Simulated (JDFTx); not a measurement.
# KI (Fm-3m) in JDFTx: equation of state

How stiff is KI in PBE, and what volume does it want? The cell is scaled to several volumes.

All numbers are computed with JDFTx 1.7.0 (patched build); they aren't measurements. Logs are shortened: lines on timing, memory, paths and dates and some standing lists are left out, and cuts for length are marked. The log counts tension as positive stress, the text compression.

### Step 1. The crystal as given

It takes space group Fm-3m (No. 225, cubic). Conventional cell: a = 7.066 Å, b = 7.066 Å, c = 7.066 Å, α = 90.00°, β = 90.00°, γ = 90.00°. I (site symmetry m-3m) is surrounded by 6 K at 3.53 Å. K (site symmetry m-3m) is surrounded by 6 I at 3.53 Å.

### Step 2. Equation of state, PBE, 41.45 Å³/atom (volume scaled by 0.94)

Contents of KI.in:

```
lattice \
    0.0000000000     6.5396945369     6.5396945369 \
    6.5396945369     0.0000000000     6.5396945369 \
    6.5396945369     6.5396945369     0.0000000000
coords-type Lattice
ion I      0.5000000000     0.5000000000     0.5000000000 1
ion K      0.0000000000     0.0000000000     0.0000000000 1

ion-species pseudo/I.upf
ion-species pseudo/K.upf
elec-cutoff 37 296
elec-ex-corr gga-PBE
kpoint-folding 7 7 7
elec-smearing Fermi 0.0018374661
elec-n-bands 14
electronic-SCF nIterations 100 energyDiffThreshold 1e-09
electronic-minimize nIterations 30 energyDiffThreshold 1e-7
forces-output-coords Cartesian

dump-name run.$VAR
dump End Ecomponents EigStats BandEigs Kpoints Forces Stress ElecDensity Dtot KEdensity
```

Potentials or basis: PseudoDojo-SR-PBE-0.5-standard with smoothed tails.

The run is started by

```sh
> jdftx -c 1 -i KI.in -o KI.out
```

What it wrote:

```text
*************** JDFTx 1.7.0 (patched build) ***************

Input parsed successfully to the following command list (including defaults):
[... the input with its defaults ...]

---------- Setting up symmetries ----------

Found 48 point-group symmetries of the bravais lattice
Found 48 space-group symmetries with basis
Applied RMS atom displacement 0 bohrs to make symmetries exact.

---------- Initializing the Grid ----------
R =
[            0      6.53969      6.53969  ]
[      6.53969            0      6.53969  ]
[      6.53969      6.53969            0  ]
unit cell volume = 559.374
G =
[  -0.480388   0.480388   0.480388  ]
[   0.480388  -0.480388   0.480388  ]
[   0.480388   0.480388  -0.480388  ]
Minimum fftbox size, Smin = [  72  72  72  ]
Chosen fftbox size, S = [  72  72  72  ]

---------- Initializing tighter grid for wavefunction operations ----------
R =
[            0      6.53969      6.53969  ]
[      6.53969            0      6.53969  ]
[      6.53969      6.53969            0  ]
unit cell volume = 559.374
G =
[  -0.480388   0.480388   0.480388  ]
[   0.480388  -0.480388   0.480388  ]
[   0.480388   0.480388  -0.480388  ]
Minimum fftbox size, Smin = [  52  52  52  ]
Chosen fftbox size, S = [  54  54  54  ]

---------- Exchange Correlation functional ----------
Initalized PBE GGA exchange.
Initalized PBE GGA correlation.

---------- Setting up pseudopotentials ----------
Width of ionic core gaussian charges (only for fluid interactions / plotting) set to 0

Reading pseudopotential file 'pseudo/I.upf':
  'I' pseudopotential, 'PBE' functional
  Generated using ONCVPSP code by D. R. Hamann
  7 valence electrons, 2 orbitals, 8 projectors, 1001 radial grid points, with lMax = 3
    5S    l: 0   occupation:  2.0   eigenvalue: -0.639713
    5P    l: 1   occupation:  5.0   eigenvalue: -0.260404
  Core radius for overlap checks: 2.22 bohrs.

Reading pseudopotential file 'pseudo/K.upf':
  'K' pseudopotential, 'PBE' functional
  Generated using ONCVPSP code by D. R. Hamann
  9 valence electrons, 3 orbitals, 6 projectors, 1001 radial grid points, with lMax = 2
    3S    l: 0   occupation:  2.0   eigenvalue: -1.298836
    3P    l: 1   occupation:  6.0   eigenvalue: -0.691386
    4S    l: 0   occupation:  1.0   eigenvalue: -0.085223
  WARNING: large normalization error in atomic orbital 2s (integral: 0.980832).
  Core radius for overlap checks: 1.56 bohrs.

Initialized 2 species with 2 total atoms.

Folded 1 k-points by 7x7x7 to 343 k-points.

---------- Setting up k-points, bands, fillings ----------
Reduced to 20 k-points under symmetry.
Computing the number of bands and number of electrons
Calculating initial fillings.
nElectrons:  16.000000   nBands: 14   nStates: 20

----- Setting up reduced wavefunction bases (one per k-point) -----
average nbasis = 6014.802 , ideal nbasis = 6013.108

---------- Setting up ewald sum ----------
Optimum gaussian width for ewald sums = 2.970216 bohr.
Real space sum over 1331 unit cells with max indices [  5  5  5  ]
Reciprocal space sum over 2197 terms with max indices [  6  6  6  ]

---------- Allocating electronic variables ----------
Initializing wave functions:  linear combination of atomic orbitals
Note: number of bands (14) exceeds available atomic orbitals (9)
I pseudo-atom occupations:   s ( 2 )  p ( 5 )
K pseudo-atom occupations:   s ( 2 1 )  p ( 6 )
	FillingsUpdate:  mu: +0.193028187  nElectrons: 16.000000
LCAOMinimize: Iter:   0  F: -40.0980844711101412  |grad|_K:  1.651e-03  alpha:  1.000e+00
	FillingsUpdate:  mu: +0.188661848  nElectrons: 16.000000
LCAOMinimize: Iter:   1  F: -40.1024271839976407  |grad|_K:  4.741e-05  alpha:  7.868e-01  linmin:  1.811e-01  cgtest: -8.256e-01
	FillingsUpdate:  mu: +0.188648310  nElectrons: 16.000000
[... 6 lines of inner loops ...]
	FillingsUpdate:  mu: +0.188756644  nElectrons: 16.000000
LCAOMinimize: Iter:   5  F: -40.1024305968413870  |grad|_K:  3.504e-09  alpha:  7.055e-01  linmin: -3.758e-01  cgtest:  9.000e-01
LCAOMinimize: Encountered beta<0, resetting CG.
LCAOMinimize: Converged (|Delta F|<1.000000e-06 for 2 iters).

-------- Electronic minimization -----------
Will mix electronic density at each iteration.
	FillingsUpdate:  mu: +0.188756644  nElectrons: 16.000000
	FillingsUpdate:  mu: +0.171339906  nElectrons: 16.000000
SCF: Cycle:  0   F: -40.119401536731260   dF: -1.697e-02   |Residual|: 5.800e-02   |deigs|: 1.397e-01
	FillingsUpdate:  mu: +0.169668846  nElectrons: 16.000000
SCF: Cycle:  1   F: -40.125903375796497   dF: -6.502e-03   |Residual|: 2.519e-02   |deigs|: 1.695e-02
	FillingsUpdate:  mu: +0.168121923  nElectrons: 16.000000
SCF: Cycle:  2   F: -40.127791858798787   dF: -1.888e-03   |Residual|: 5.285e-03   |deigs|: 8.132e-03
	FillingsUpdate:  mu: +0.167552272  nElectrons: 16.000000
SCF: Cycle:  3   F: -40.127911677002110   dF: -1.198e-04   |Residual|: 1.236e-03   |deigs|: 2.415e-03
	FillingsUpdate:  mu: +0.167398508  nElectrons: 16.000000
SCF: Cycle:  4   F: -40.127943132521267   dF: -3.146e-05   |Residual|: 5.549e-04   |deigs|: 1.272e-03
	FillingsUpdate:  mu: +0.167486761  nElectrons: 16.000000
SCF: Cycle:  5   F: -40.127951666601575   dF: -8.534e-06   |Residual|: 1.452e-04   |deigs|: 5.765e-04
	FillingsUpdate:  mu: +0.167536729  nElectrons: 16.000000
SCF: Cycle:  6   F: -40.127954177398614   dF: -2.511e-06   |Residual|: 7.599e-05   |deigs|: 3.133e-04
	FillingsUpdate:  mu: +0.167560568  nElectrons: 16.000000
SCF: Cycle:  7   F: -40.127955757744026   dF: -1.580e-06   |Residual|: 5.474e-05   |deigs|: 4.183e-04
[... 9 lines left out ...]
SCF: Cycle: 12   F: -40.127957136166565   dF: -3.873e-08   |Residual|: 6.525e-06   |deigs|: 1.562e-04
	FillingsUpdate:  mu: +0.167591472  nElectrons: 16.000000
SCF: Cycle: 13   F: -40.127957159947186   dF: -2.378e-08   |Residual|: 3.660e-06   |deigs|: 4.288e-04
	FillingsUpdate:  mu: +0.167591282  nElectrons: 16.000000
SCF: Cycle: 14   F: -40.127957169997700   dF: -1.005e-08   |Residual|: 2.795e-06   |deigs|: 1.836e-04
	FillingsUpdate:  mu: +0.167591400  nElectrons: 16.000000
SCF: Cycle: 15   F: -40.127957176069792   dF: -6.072e-09   |Residual|: 1.159e-06   |deigs|: 1.163e-04
	FillingsUpdate:  mu: +0.167591506  nElectrons: 16.000000
SCF: Cycle: 16   F: -40.127957178530167   dF: -2.460e-09   |Residual|: 6.129e-07   |deigs|: 8.372e-05
	FillingsUpdate:  mu: +0.167591623  nElectrons: 16.000000
SCF: Cycle: 17   F: -40.127957180186343   dF: -1.656e-09   |Residual|: 7.472e-07   |deigs|: 1.058e-04
	FillingsUpdate:  mu: +0.167591554  nElectrons: 16.000000
SCF: Cycle: 18   F: -40.127957180900751   dF: -7.144e-10   |Residual|: 5.083e-07   |deigs|: 5.014e-05
	FillingsUpdate:  mu: +0.167591712  nElectrons: 16.000000
SCF: Cycle: 19   F: -40.127957181358703   dF: -4.580e-10   |Residual|: 1.395e-06   |deigs|: 3.569e-05
SCF: Converged (|Delta E|<1.000000e-09 for 2 iters).

Setting wave functions to eigenvectors of Hamiltonian

# Stress tensor in Cartesian coordinates [Eh/a0^3]:
[ -5.17782e-05            0            0  ]
[            0 -5.17782e-05            0  ]
[            0            0 -5.17782e-05  ]

# Ionic positions in lattice coordinates:
ion I   0.500000000000000   0.500000000000000   0.500000000000000 1
ion K   0.000000000000000   0.000000000000000   0.000000000000000 1

# Forces in Cartesian coordinates:
force I   0.000000000000000  -0.000000000000000   0.000000000000000 1
force K  -0.000000000000000   0.000000000000000  -0.000000000000000 1

# Energy components:
   Eewald =      -28.0341233442836923
       EH =        9.2660990718925209
     Eloc =      -33.5708716058460865
      Enl =        6.1612282667904745
      Exc =      -10.4236993824513142
 Exc_core =        2.9740957051141468
       KE =       13.4993141074252474
-------------------------------------
     Etot =      -40.1279571813587026
       TS =        0.0000000000000003
-------------------------------------
        F =      -40.1279571813587026

IonicMinimize: Iter:   0  F: -40.127957181358703  |grad|_K:  1.426e-40
IonicMinimize: Converged (|grad|_K<1.000000e-04).

#--- Lowdin population analysis ---
# oxidation-state I -0.610
# oxidation-state K +0.661

Dumping 'run.eigStats' ...
	eMin: -0.976349 at state 0 ( [ +0.000000 +0.000000 +0.000000 ] spin 0 )
	HOMO: +0.067276 at state 0 ( [ +0.000000 +0.000000 +0.000000 ] spin 0 )
	mu  : +0.167592
	LUMO: +0.218306 at state 0 ( [ +0.000000 +0.000000 +0.000000 ] spin 0 )
	eMax: +0.421913 at state 14 ( [ +0.000000 +0.428571 +0.428571 ] spin 0 )
	HOMO-LUMO gap: +0.151030
	Optical gap  : +0.151030 at state 0 ( [ +0.000000 +0.000000 +0.000000 ] spin 0 )
Done!
[note: mu as printed may lie anywhere between the filled and the empty levels]
```

Run time: 2.6 min. Hardware: 1 thread of Arm Neoverse V1, shared host; peak memory 0.2 GiB.

Results:

```
Free energy            : -1091.9373 eV
Pressure               : 1.5 GPa
Band gap on the k mesh : 4.11 eV, direct
Loewdin charges        : I -0.61; K +0.66 e
```

Caveat: spin-orbit coupling is left out, which moves the levels of the heavy elements.

### Step 3. Equation of state, PBE, 42.33 Å³/atom (volume scaled by 0.96)

KI.in: that of step 2 with these lines changed.

```diff
@@ -1,5 +1,5 @@
 lattice \
-    0.0000000000     6.5396945369     6.5396945369 \
-    6.5396945369     0.0000000000     6.5396945369 \
-    6.5396945369     6.5396945369     0.0000000000
+    0.0000000000     6.5857502413     6.5857502413 \
+    6.5857502413     0.0000000000     6.5857502413 \
+    6.5857502413     6.5857502413     0.0000000000
 coords-type Lattice
@@ -20,2 +20,2 @@
 dump-name run.$VAR
-dump End Ecomponents EigStats BandEigs Kpoints Forces Stress ElecDensity Dtot KEdensity
+dump End Ecomponents EigStats BandEigs Kpoints Forces Stress
```

Potentials or basis: PseudoDojo-SR-PBE-0.5-standard with smoothed tails.

The run is started by

```sh
> jdftx -c 1 -i KI.in -o KI.out
```

It took 2.7 min on 1 thread of Arm Neoverse V1, shared host; peak memory 0.24 GiB.

Results (log left out):

```yaml
Free_energy: -1091.9522 eV
Pressure: 1.2 GPa
Band_gap_on_the_k_mesh: 4.06 eV, direct
Loewdin_charges: I -0.61; K +0.66 e
```

Caveat: spin-orbit coupling is left out, which moves the levels of the heavy elements.

(Continued in part 2 of 2.)
